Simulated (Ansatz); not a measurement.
**Formation energy and levels of the substitutional impurity Zr_Si in SiC (F-43m)**

Wanted: the transition levels of a substitutional impurity in SiC (F-43m), from a cell of 54 host atoms with 1 Si taken out and 1 Zr put in.

Method: place-levels on r2SCAN runs: charge-transition levels and formation energies with image-charge correction and potential alignment at the atomic sites; PAW set soft_1, in Ansatz 0.2.0.

The experiments to compare with:

For SiC, cubic 3C zincblende (literature value), “Insight into the structural, elastic and electronic properties of a new orthorhombic 6O-SiC polytype” (2020, pmc:7200658) quotes earlier work: band gap (indirect gap) 2.4 eV [literature value; measurement temperature and method not stated].

## Step 1: The structure

The cell holds 54 atoms: 26 Si, 27 C and 1 Zr. Cell: a = 9.242 Å, b = 9.242 Å, c = 9.242 Å, α = 60.0°, β = 60.0°, γ = 60.0°. It derives from SiC (space group F-43m). Nearest the centre at fractional (0.333, 0.667, 0.667): Zr35 at 0.00 Å, C30 at 1.89 Å, C34 at 1.89 Å, C36 at 1.89 Å, C18 at 1.89 Å, Si25 at 3.08 Å, Si23 at 3.08 Å, Si13 at 3.08 Å.

Known beforehand: the electronic dielectric constant, 7.06, and the static one, 10.43, computed on the host (DFPT, PBEsol, on the r2SCAN cell), and a cell off the functional's own equilibrium shifts the ionic part.

The cell's shortest repeat is 9.2 Å.

## Step 2: The runs of each charge state

A transition level is the Fermi level at which two charge states cost the same, so each charge needs its own total energy, at its own relaxed structure.

Each atom starts 0.05 Å or so off its site in a random direction: a symmetric start keeps its symmetry, and would miss off-centre moves and Jahn–Teller distortions. Forces are taken on a 2×2×2 shifted mesh. The cell holds 1 electron more than the neutral one, with a uniform background that keeps it neutral on the whole. The electron count is odd, so at least one spin is unpaired; this run locks the moment at 1 μB.

The sampling was tested on the host first: at the k-points planned (1x1x1 shifted 0.25 0.25 0.25) its energy lies 0.119 eV an atom from the dense-mesh value, so the final energies take a denser sampling.

One of the inputs; charge, spin and start change from state to state.

File qm1_M1.relax/input.yaml:

```yaml
crystal:
  lattice:
    - [0.0, 6.53488873, 6.53488873]
    - [6.53488873, 0.0, 6.53488873]
    - [6.53488873, 6.53488873, 0.0]
  atoms:
    - { symbol: Si, position: [0.0, 0.0, 0.0] }
    - { symbol: C, position: [0.08333333, 0.08333333, 0.08333333] }
[... 2 atom lines left out ...]
    - { symbol: Si, position: [0.0, 0.0, 0.66666667] }
    - { symbol: C, position: [0.08333333, 0.08333333, 0.75] }
[... 6 atom lines left out ...]
    - { symbol: Si, position: [0.0, 0.66666667, 0.0] }
    - { symbol: C, position: [0.08333333, 0.75, 0.08333333] }
[... 2 atom lines left out ...]
    - { symbol: Si, position: [0.0, 0.66666667, 0.66666667] }
    - { symbol: C, position: [0.08333333, 0.75, 0.75] }
[... 2 atom lines left out ...]
    - { symbol: Si, position: [0.33333333, 0.0, 0.33333333] }
[... 1 atom line left out ...]
    - { symbol: Si, position: [0.33333333, 0.0, 0.66666667] }
[... 1 atom line left out ...]
    - { symbol: Si, position: [0.33333333, 0.33333333, 0.0] }
    - { symbol: C, position: [0.41666667, 0.41666667, 0.08333333] }
[... 2 atom lines left out ...]
    - { symbol: Si, position: [0.33333333, 0.33333333, 0.66666667] }
    - { symbol: C, position: [0.41666667, 0.41666667, 0.75] }
    - { symbol: Si, position: [0.33333333, 0.66666667, 0.0] }
[... 1 atom line left out ...]
    - { symbol: Si, position: [0.33333333, 0.66666667, 0.33333333] }
    - { symbol: C, position: [0.41666667, 0.75, 0.41666667] }
    - { symbol: Zr, position: [0.33333333, 0.66666667, 0.66666667] }
    - { symbol: C, position: [0.41666667, 0.75, 0.75] }
[... 10 atom lines left out ...]
    - { symbol: Si, position: [0.66666667, 0.33333333, 0.66666667] }
[... 3 atom lines left out ...]
    - { symbol: Si, position: [0.66666667, 0.66666667, 0.33333333] }
[... 1 atom line left out ...]
    - { symbol: Si, position: [0.66666667, 0.66666667, 0.66666667] }
    - { symbol: C, position: [0.75, 0.75, 0.75] }
  host:
    repeats: [3, 3, 3]
    atoms:
      - { symbol: Si, position: [0.0, 0.0, 0.0] }
      - { symbol: C, position: [0.25, 0.25, 0.25] }
total_charge: -1
basis:
  ecutwfc: 500
  xc_grid: 2
hamiltonian:
  xc: r2scan
  pseudopotentials: { kind: paw, azcp: { folder: soft_1 } }
kpoints:
  mp_grid: { grid: [2, 2, 2], shift: [0.5, 0.5, 0.5] }
magnetization:
  spin_polarized: true
  initial_magnetization: 1
  spin_locking: { lock_magnetization: hard }
scf:
  occupations: { method: fixed }
  max_iter: 100
output:
  forces: true
  charged_corrections:
    epsilon: 7.06
    static_epsilon: 10.43
    defect_position: [0.333333, 0.666667, 0.666667]
relax:
  f_tol: 0.02
  max_steps: 80
  random_displacement: { amplitude: 0.05, seed: 3150 }
checkpoint:
  write: "../qm1_M1.relax.run"
  compress: false
  write_wavefunctions: true
  write_every: 100000
```

Started as:

```sh
ansatz run input.yaml --threads 4 --pin off --max-ram 7536MiB --backend cpu --events-out ev --progress --plain --runs-dir out
```

The run of this state that the levels use, under r2SCAN:

File qm1_M1.point/input.yaml:

```yaml
crystal:
  checkpoint: "../qm1_M1.relax.run"
  host: checkpoint
total_charge: -1
basis:
  ecutwfc: 500
  xc_grid: 2
hamiltonian:
  xc: r2scan
  pseudopotentials: { kind: paw, azcp: { folder: soft_1 } }
kpoints:
  mp_grid: { grid: [2, 2, 2], shift: [0.5, 0.5, 0.5] }
magnetization:
  spin_polarized: true
  initial_magnetization: 1
  spin_locking: { lock_magnetization: hard }
scf:
  occupations: { method: fixed }
  max_iter: 100
output:
  forces: true
  eigenvalues: true
  charged_corrections:
    epsilon: 7.06
    static_epsilon: 10.43
    defect_position: [0.333333, 0.666667, 0.666667]
  eigenstates: { localisation: true }
  populations: true
  efg: {}
  band_densities: [{ bands: [v1, v1] }, { bands: [c1, c1] }]
  write_density: true
  write_potential: true
  volumetric_format: npy
checkpoint:
  read: "../qm1_M1.relax.run"
  write: "../qm1_M1.point.run"
  compress: false
  write_wavefunctions: false
  write_every: 100000
```

Relaxations under r2SCAN at a 2×2×2 shifted mesh; times on 4 threads of Arm Neoverse V1, shared host:

```csv
charge,moment (μB),occupations,outcome,steps,largest displacement against the far atoms (Å),time
−1,1,fixed,converged,6,0.22,5.7 min
0,0,fixed,converged,5,0.20,2.2 min
+1,1,fixed,converged,10,0.25,10 min
```

Single points under r2SCAN at a 2×2×2 shifted mesh; times on 4 threads of Arm Neoverse V1, shared host:

```csv
charge,moment (μB),occupations,outcome,time
−1,1,fixed,converged,58 s
0,0,fixed,converged,25 s
+1,1,fixed,converged,57 s
```

Distances (Å) from Zr35 to the nearest atoms after relaxation with r2SCAN:

```csv
charge,moment (μB),1.,2.,3.,4.,5.,6.
−1,1,C 2.09,C 2.09,C 2.10,C 2.10,Si 3.10,Si 3.10
0,0,C 2.09,C 2.09,C 2.09,C 2.09,Si 3.11,Si 3.11
+1,1,C 2.10,C 2.10,C 2.10,C 2.10,Si 3.07,Si 3.07
```

## Step 3: Placing the levels, r2SCAN

A charged cell interacts with its images and the background, and its potential has another zero than the host's. place-levels removes the first by a point-charge model, screened by the static dielectric constant since the ions have relaxed around the charge, and the second by comparing potentials at atoms far from the defect.

The host is a run of the defect-free crystal in the same cutoffs, grids and k-points, so that basis and sampling errors cancel in part in the differences. The host is run in a cell of 2 atoms on a matching mesh. Its band edges are searched through the zone by a band path, so the gap is smaller than, or equal to, that on the mesh. Chemical potentials are energies per atom of Si (diamond) and Zr (hcp), run with the same functional and cutoff.

File levels.point.yaml:

```yaml
host:
  run: host.point.run
states: [qm1_M1.point.run, q0.point.run, qp1_M1.point.run]
geometry_from:
  qm1_M1.point.run: qm1_M1.relax.run
  q0.point.run: q0.relax.run
  qp1_M1.point.run: qp1_M1.relax.run
  host.point.run: host.relax.run
chemical_potentials:
  Si:
    energy: -639.06578
    dataset: <sha256 of the dataset>
  Zr:
    energy: -4195.051571
    dataset: "<sha256 of the dataset>"
epsilon: 7.06
static_epsilon: 10.43
vertical:
  - { from: qm1_M1.point.run, to: qm1_M1.point_neutral.run }
  - { from: qp1_M1.point.run, to: qp1_M1.point_neutral.run }
```

Started as:

```sh
ansatz place-levels levels.point.yaml -- --threads 4 --pin off --max-ram 7536MiB
```

Numbers of over 12 decimals in the logs are rounded to 6 here.

The program printed:

```text
[... repeated set-up lines and file paths are left out, and long positions are rounded to six places ...]
(+1/0) 0.056 eV beneath the valence edge (-0.262 eV without the band-filling correction), in the valence band
(0/-1) 1.766 eV above the valence edge (+2.400 eV without the band-filling correction), in the conduction band
formation energy of charge +1: +2.388 eV with the Fermi level at the valence edge
formation energy of charge 0: +2.332 eV with the Fermi level at the valence edge
formation energy of charge -1: +4.098 eV with the Fermi level at the valence edge
vertical -1 to 0: no energy, since no alignment is typed
  the change from vertical[0].from (qm1_M1.point.run) to vertical[0].to (qm1_M1.point_neutral.run): by its potential at epsilon 7.06 it stands at 0.312 0.645 0.646, with an rms radius of about 4.5 Å (2.6 2.6 2.6 Å across the planes of the cell's vectors); [...]
vertical +1 to 0: no energy, since no alignment is typed
  the change from vertical[1].from (qp1_M1.point.run) to vertical[1].to (qp1_M1.point_neutral.run): by its potential at epsilon 7.06 it stands at 0.405 0.745 0.755, with an rms radius of about 3.3 Å (2.0 1.9 1.8 Å across the planes of the cell's vectors); [...]
  edges by r2scan, gap 1.710 eV; the host is sampled to repeats of 18.48 Å
  the defect's cells are sampled to repeats of 18.48 Å, like sampling
  charge +1: -27628.6869 eV with its correction of +0.508 eV, at epsilon 10.43, aligned at sites: +0.2662 eV, mean over 19 atomic sites at or beyond 4.62 Å from the defect at [0.3333, 0.6667, 0.6667], with -0.000000 for the charge's moments and without [...]
  charge 0: +0.000 eV for its dipole among its images, +0.000 omitted
  charge -1: -27607.7940 eV with its correction of -0.187 eV, at epsilon 10.43, aligned at sites: +0.4291 eV, mean over 19 atomic sites at or beyond 4.62 Å from the defect at [0.3333, 0.6667, 0.6667], with +0.000000 for the charge's moments and without [...]
  of states[2] (qp1_M1.point.run): it parts from the run at its places by a charge that spreads by about 2 Å along one vector (1.3 Å or more is wide), by its potential at epsilon 7.06, taken for that of held ions (one typed too small widens it), where the [...]
  of states[1] (q0.point.run): its alignment with the host at atomic sites is doubtful: the mean over the far sites moves by +0.1420 eV from their farther parts to their nearer, more than 0.05 eV. [...]
  of states[0] (qm1_M1.point.run): it parts from the run at its places by a charge that spreads by about 2.6 Å along one vector (1.3 Å or more is wide), by its potential at epsilon 7.06, taken for that of held ions (one typed too small widens it), where the [...]
  of vertical[0].from (qm1_M1.point.run): stability_check_not_made; [...]
  of vertical[1].from (qp1_M1.point.run): stability_check_not_made; [...]
```

Run time: 0.34 s. Hardware: 4 threads of Arm Neoverse V1, shared host.

Levels between the charges placed, in eV above the valence top:

```csv
,gap (eV),(+1/0),(0/−1)
r2SCAN,1.71,-0.06,1.77
```

Corrections by state:

```csv
charge,moment (μB),image terms and alignment (eV),band filling (eV),ε used,"over the lowest of its charge, as the program ranks them, band filling apart (eV)"
+1,1.0,0.508,-0.206,10.43,0.000
0,0.0,0.000,-,-,0.000
−1,1.0,-0.187,-0.634,10.43,0.000
```

The charged structures listed were also run neutral, and place-levels reads from each pair, by the potential or the spins, how wide the charge is by which they differ; that can be the carrier of either run.

```csv
charge,rms radius (Å),spread where it is widest against the cell (Å),wide from (Å),reading
+1,3.3,1.98,1.31,wide
−1,4.5,2.61,1.31,wide
```

The neutral runs of these pairs need not share the spin of the lowest neutral state, and very wide values only mean spread over the cell.

From the program's caveats on the states, each cut to its opening words:

- charge +1 (1 μB): it parts from the run at its places by a charge that spreads by about 2 Å along one vector (1.3 Å or more is wide), by its potential at epsilon 7.06, taken for [...]
- charge +1 (1 μB): a band-filling correction moves a carrier to the host's band edge, which changes its energy by -0.206 eV
- charge +1 (1 μB), −1 (1 μB): flagged: stability check not made
- charge 0: its alignment with the host at atomic sites is doubtful: the mean over the far sites moves by +0.1420 eV from their farther parts to their nearer, more than [...]
- charge −1 (1 μB): it parts from the run at its places by a charge that spreads by about 2.6 Å along one vector (1.3 Å or more is wide), by its potential at epsilon 7.06, taken [...]
- charge −1 (1 μB): a band-filling correction moves a carrier to the host's band edge, which changes its energy by -0.634 eV
- charge −1 (1 μB): its alignment with the host at atomic sites is doubtful: the mean over the far sites moves by +0.1346 eV from their farther parts to their nearer, more than [...]

The host's formation energy from the elements is -0.356 eV per atom; it sets how far the chemical potentials can move.

Formation energies (eV), C-rich (Δμ(C) = 0.00 eV, Δμ(Si) = -0.71 eV, Δμ(Zr) = 0.00 eV):

```csv
charge,Fermi level at the valence top,at the conduction bottom
+1,1.68,3.39
0,1.62,1.62
−1,3.39,1.68
```

Formation energies (eV), Si-rich (Δμ(Si) = 0.00 eV, Δμ(C) = -0.71 eV, Δμ(Zr) = 0.00 eV):

```csv
charge,Fermi level at the valence top,at the conduction bottom
+1,2.39,4.10
0,2.33,2.33
−1,4.10,2.39
```

## Step 4: Summary of results

| Quantity | Value |
| --- | --- |
| gap of the host | 1.71 eV (r2SCAN) |
| level (plus 1/0) | 0.06 eV below the valence top (-0.26 eV above the valence top without the band-filling term) |
| level (0/minus 1) | 1.77 eV above the valence top, past the conduction bottom (2.40 eV above the valence top without the band-filling term) |
| lowest of the charges placed, just above the valence top (0.02 eV) | 0 |
| lowest of the charges placed, just below the conduction bottom (0.02 eV) | 0 |
| lowest formation energy at mid-gap of the charges run, C-rich | 1.62 eV |
| lowest formation energy at mid-gap of the charges run, Si-rich | 2.33 eV |

**Reading.** Of the charges placed (−1, 0 and +1), 0 is the lowest from 0.02 eV above the valence top to 0.02 eV below the conduction bottom, a gap of 1.71 eV. States placed: +1 at 1 μB; 0 at 0 μB; −1 at 1 μB. Other spin states or structures, where not listed, weren't placed. The program finds carriers beyond a band edge of the host and adds a band-filling term at charge −1 (-0.63 eV) and +1 (-0.21 eV); steps to such a charge show no bound level, and a defect level inside a band would be read the same way. Zr is taken at its element; compounds, which aren't counted here, bound the chemical potentials and would shift these formation energies. The program doubts the alignment of potentials for at least one state, a sign that the cell is small. Limits: r2SCAN makes the gap too small and tends to spread out bound carriers.

Computed beside measured:

| quantity | measured | r2SCAN |
| --- | --- | --- |
| band gap (least gap of the host) (eV) | 2.4 | 1.71 (-0.69 eV) |

Measured values from pmc:7200658 (2020).

Verdict: The band gap is off by -0.69 eV: a clear miss. Local and semilocal functionals usually give gaps below the measured ones. Zero-point and thermal motion shift the measured gap.

[Logs are printed without paths, hosts, clocks, repeated set-up lines and the standing remarks that a program may print on its own settings, such as how far it seeks lower states.]

[Hosts, paths, dates, database ids (printed as entryN), source tags and the programs' standing remarks are cut or masked in the printed files.]

[Where a table of states has a column of steps, it counts the stored structures, which are thinned; the runs took as many ionic steps or more.]

[A defect's name tells the site on which it was built; relaxed atoms can leave that site.]

[For some hosts the program warned that the k-mesh of the response run may be too coarse for force constants and the static dielectric constant; such warnings are not shown here.]
